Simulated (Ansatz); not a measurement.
ZrO₂ (fluorite)

```
CELL_PARAMETERS angstrom
      0.00000     5.11587     5.11587
      2.55794     0.00000     2.55794
      2.55794     2.55794     0.00000
ATOMIC_POSITIONS crystal
  Zr 0.00000 0.00000 0.00000
  Zr 0.50000 0.00000 0.00000
  O  0.12500 0.25000 0.25000
  O  0.62500 0.25000 0.25000
  O  0.37500 0.75000 0.75000
  O  0.87500 0.75000 0.75000
```

In each cell atom 3 (O, nearest neighbour Zr at 2.215 Å; its periodic images, 3.6 Å or more away, move with it) moves by s·(-0.577, 0.577, 0.577) (towards the nearest neighbour), the rest being held.

Computed with PBE (plane waves to 420 eV, PAW, scalar-relativistic; Ansatz, a quantum-chemistry and plane-wave program). k mesh 9×9×9 (Γ-centred), Fermi-Dirac smearing 0.05 eV. E stands for the smeared free energy. Left out: 1 of 11 points, with atoms too close for the PAW data. This is a high-temperature form of ZrO2. ZrO2 is run without spin polarisation. ZrO2 was relaxed with its symmetry unable to fall. ΔE is measured from the undisplaced structure.

```json
[
 {"s (Å)": "-0.440", "ΔE (meV/cell)": "879"},
 {"s (Å)": "-0.352", "ΔE (meV/cell)": "601"},
 {"s (Å)": "-0.264", "ΔE (meV/cell)": "361"},
 {"s (Å)": "-0.176", "ΔE (meV/cell)": "172"},
 {"s (Å)": "-0.088", "ΔE (meV/cell)": "46"},
 {"s (Å)": "0.000", "ΔE (meV/cell)": "0"},
 {"s (Å)": "0.088", "ΔE (meV/cell)": "53"},
 {"s (Å)": "0.176", "ΔE (meV/cell)": "232"},
 {"s (Å)": "0.264", "ΔE (meV/cell)": "568"},
 {"s (Å)": "0.352", "ΔE (meV/cell)": "1107"}
]
```

Q: What force constant k = d²E/ds² at s = 0 does the table give?

A: 13 eV/Å². It is the second difference of the nearest points, corrected with the next pair.

Q: With k = 12.77 eV/Å² from the forces, is the well harmonic out to s = 0.352 Å?

A: ½ks² = 791 meV/cell against the computed 1107 meV/cell, so the well is stiffer than harmonic there.

(For displaced atoms, the force is minus the slope of the energy, and its curvature is a force constant, which sets phonon frequencies.)
